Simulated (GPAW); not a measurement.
Crystal: C.

```
CELL_PARAMETERS angstrom
2.52210 0.00000 0.00000
-1.26105 2.18420 0.00000
0.00000 0.00000 8.23710
ATOMIC_POSITIONS crystal
C 0.66667 0.33333 0.84375
C 0.33333 0.66667 0.34375
C 0.66667 0.33333 0.65625
C 0.33333 0.66667 0.15625
C 0.00000 0.00000 0.90625
C 0.00000 0.00000 0.40625
C 0.00000 0.00000 0.59375
C 0.00000 0.00000 0.09375
```

This is a hexagonal form of diamond, not graphite.

Base run:

```yaml
Program: GPAW 26.7.0
Functional: RPBE
Potentials_or_basis: the program's PAW data sets (release 1.2.1) made for this functional
Cutoff: 800 eV
Basis: pw
k_mesh: 7 × 7 × 2
Occupations: fermi-dirac, width 0.05 eV
Spin: no spin polarisation
```

Its results: band gap on the k mesh 4.42 eV, indirect (least direct gap 5.19 eV); pressure 8.1 GPa; largest force 0.326 eV/Å.

Task: The run is repeated on the same cell with these changes: functional from RPBE to PBE; potentials or basis from the program's PAW data sets (release 1.2.1) made for this functional to SG15 ONCV 1.2; cutoff from 800 eV to 1100 eV. What comes out?

Result: Band gap on the k mesh 4.47 eV, indirect (least direct gap 5.19 eV); pressure 1.1 GPa; largest force 0.327 eV/Å.
